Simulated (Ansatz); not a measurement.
Input and command of a plane-wave DFT calculation in Ansatz:

```yaml
crystal:
  lattice:
    - [-3.7615274009, -3.3394822066, -4.3376638254]
    - [3.7615274009, -3.3394822066, 4.3376638254]
    - [-3.7615274009, 3.3394822066, 4.3376638254]
  atoms:
    - { symbol: B, position: [0.1680172398, 0.7515097352, 0.9163857342] }
    - { symbol: B, position: [1.0075787014, 0.0062651054, -0.0011830714] }
    - { symbol: B, position: [0.3329497609, 0.5028506921, 0.8231815675] }
    - { symbol: B, position: [0.8339264384, 0.249493958, 0.0839217506] }
    - { symbol: B, position: [0.6801691572, 0.5033111643, 0.1699678781] }
    - { symbol: B, position: [0.1655764954, 0.2493775404, 0.4156544106] }
    - { symbol: B, position: [0.5063896328, 0.7635338397, 0.2572388374] }
    - { symbol: B, position: [0.3324259732, -6.88224e-05, 0.3345708161] }
    - { symbol: B, position: [0.9958256432, 0.4950217953, 0.4992542171] }
    - { symbol: B, position: [0.8352960926, 0.7515915591, 0.5835836297] }
    - { symbol: B, position: [0.6653462715, -0.0001751731, 0.6676015218] }
    - { symbol: B, position: [0.5004892241, 0.2501056399, 0.7497162985] }
    - { symbol: "N", position: [0.1670502391, 0.0840625682, 0.249020783] }
    - { symbol: "N", position: [0.9973084004, 0.3303105831, 0.3331024601] }
    - { symbol: "N", position: [0.3327182814, 0.8332768184, 0.1671203839] }
    - { symbol: "N", position: [0.8317314873, 0.5811121184, 0.4163845758] }
    - { symbol: "N", position: [0.6662066918, 0.8332331877, 0.5006532145] }
    - { symbol: "N", position: [0.1644926981, 0.5808178087, 0.7494449897] }
    - { symbol: "N", position: [0.4987069993, 0.0823881199, 0.5837831908] }
    - { symbol: "N", position: [0.3328991952, 0.3329523658, 0.665995519] }
    - { symbol: "N", position: [1.0050785591, 0.8373557333, 0.8323718236] }
    - { symbol: "N", position: [0.8349310834, 0.0838386752, 0.9171319921] }
    - { symbol: "N", position: [0.6674147247, 0.3333162979, 1.0001573228] }
    - { symbol: "N", position: [0.544393956, 0.6279369596, 0.0835113193] }
    - { symbol: H, position: [0.7008626524, 0.7857831112, 0.0838819442] }
total_charge: 1
basis:
  ecutwfc: 420
  xc_grid: 2
kpoints:
  mp_grid: { grid: [2, 2, 2], shift: [0.5, 0.5, 0.5] }
hamiltonian:
  xc: pbe
  dispersion: d3bj
scf:
  occupations: { method: gaussian, width: 0.02 }
output:
  forces: true
neb:
  images: 5
  f_tol: 0.05
  max_iterations: 70
  order_check: false
  final_atoms:
    - { symbol: B, position: [0.167756838, 0.7500779153, 0.9171343783] }
    - { symbol: B, position: [1.0003835725, -0.0097681933, 0.0032342646] }
    - { symbol: B, position: [0.325754632, 0.4912382272, 0.8320197374] }
    - { symbol: B, position: [0.8269437005, 0.2508492046, 0.0904775402] }
    - { symbol: B, position: [0.6679870619, 0.5022552504, 0.1678118888] }
    - { symbol: B, position: [0.1653160935, 0.2483684944, 0.4168258287] }
    - { symbol: B, position: [0.4994068949, 0.7499953121, 0.2489008529] }
    - { symbol: B, position: [0.3375076901, 0.0034285739, 0.3325294854] }
    - { symbol: B, position: [1.0009073601, 0.5021448429, 0.5008385377] }
    - { symbol: B, position: [0.8328441093, 0.7492270744, 0.5829497491] }
    - { symbol: B, position: [0.6531641761, -0.0102012791, 0.6564753404] }
    - { symbol: B, position: [0.4980372407, 0.2482875371, 0.7496287999] }
    - { symbol: "N", position: [0.1688406352, 0.0849522916, 0.2496584439] }
    - { symbol: "N", position: [1.0006150519, 0.3344021025, 0.3338918703] }
    - { symbol: "N", position: [0.336024933, 0.8357940597, 0.1663355161] }
    - { symbol: "N", position: [0.8346263341, 0.5850761915, 0.417014454] }
    - { symbol: "N", position: [0.6659186086, 0.8327425981, 0.4992349065] }
    - { symbol: "N", position: [0.1662830942, 0.5819705438, 0.7503456624] }
    - { symbol: "N", position: [0.501601846, 0.0846530885, 0.5827139645] }
    - { symbol: "N", position: [0.3282547743, 0.3272932645, 0.6656105076] }
    - { symbol: "N", position: [1.0004341382, 0.8330963238, 0.833386504] }
    - { symbol: "N", position: [0.7889393774, 0.0391173633, 0.9168763369] }
    - { symbol: "N", position: [0.6671266415, 0.3344465227, 1.0003598293] }
    - { symbol: "N", position: [0.49840225, 0.5822009088, 0.0822409251] }
    - { symbol: H, position: [0.6324706809, 0.8830192918, -0.0817462079] }
```

```bash
ansatz run input.yaml --threads 4 --pin off --max-ram 8192MiB --backend cpu --events-out ev --progress --plain --runs-dir out
```

Processor: Arm Neoverse V2, 4 threads, on a host shared with other jobs.

Q: How long does it run, and how much memory does it take?

A: About 77 s on 4 threads of Arm Neoverse V2, on a shared host, peak memory 1 GiB. It solves 73 bands at 4 k points (the mesh reduced by the symmetry that the task leaves, which can be less than the crystal's) with about 4277 plane waves, in 228 SCF iterations.
